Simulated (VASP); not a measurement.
A VASP 6.6.1 single-point calculation on Be2C

INCAR

```
ISMEAR = 0
NELM = 79
SIGMA = 0.01
METAGGA = R2SCAN
LASPH = .TRUE.
LWAVE = .FALSE.
LREAL = .FALSE.
NBANDS = 11
NSW = 0
LCHARG = .FALSE.
LMAXMIX = 6
ALGO = Normal
EDIFF = 1E-7
IBRION = -1
ISIF = 2
ENCUT = 520
PREC = Accurate
```

KPOINTS

```
KPOINTS created by Atomic Simulation Environment
0
Gamma
10 10 10
0 0 0
```

POSCAR

```
C  Be
 1.0000000000000000
     0.0000000000000000    2.1604856385000000    2.2144977794999998
     2.1604856385000000    0.0000000000000000    2.2144977794999998
     2.1604856385000000    2.1604856385000000    0.0000000000000000
 C   Be
   1   2
Cartesian
  0.0000000000000000  0.0000000000000000  0.0000000000000000
  1.0802428192500000  1.0802428192500000  1.1072488897499997
  3.2407284577500000  3.2407284577500000  3.3217466692499991
```

The recommended PBE PAW datasets give the neutral cell 8 valence electrons.

Command

```
mpirun -np 1 vasp_std
```

Task: Predict the outcome of this run.

Result: It converged. Results: gap between bands v and c on the k mesh 1.33 eV; least direct gap on the k mesh 4.38 eV; pressure -3.9 GPa. Band v is the last that the valence electrons fill when counted band by band, and c is the next.

OSZICAR

```
N       E                     dE             d eps       ncg     rms          rms(c)
DAV:   1     0.102917880892E+01    0.10292E+01   -0.41803E+03  2252   0.694E+02
DAV:   2    -0.208821429011E+02   -0.21911E+02   -0.20624E+02  3031   0.125E+02
DAV:   3    -0.216066350379E+02   -0.72449E+00   -0.72237E+00  2918   0.175E+01
DAV:   4    -0.216099772273E+02   -0.33422E-02   -0.33417E-02  2585   0.144E+00
DAV:   5    -0.216099942881E+02   -0.17061E-04   -0.17060E-04  2933   0.892E-02    0.511E+00
DAV:   6    -0.193694243630E+02    0.22406E+01   -0.26360E+00  2502   0.816E+00    0.246E+00
DAV:   7    -0.194223427731E+02   -0.52918E-01   -0.26593E-01  2747   0.333E+00    0.142E+00
DAV:   8    -0.194510632147E+02   -0.28720E-01   -0.37300E-02  2291   0.157E+00    0.206E-01
DAV:   9    -0.194511374595E+02   -0.74245E-04   -0.34518E-04  2790   0.154E-01    0.655E-02
DAV:  10    -0.194512366323E+02   -0.99173E-04   -0.17142E-04  2331   0.123E-01    0.743E-03
DAV:  11    -0.194512323702E+02    0.42621E-05   -0.44384E-06  2812   0.154E-02    0.208E-03
DAV:  12    -0.194512305734E+02    0.17968E-05   -0.32447E-07  2576   0.543E-03    0.567E-04
DAV:  13    -0.194512304971E+02    0.76293E-07   -0.10403E-08  1507   0.695E-04
   1 F= -.19451230E+02 E0= -.19451230E+02  d E =-.384714E-25
```

For comparison, a separate r²SCAN run of the intended cell, on usual settings and not on those above, gives a gap of 1.33 eV on its mesh and a pressure of -3.9 GPa.
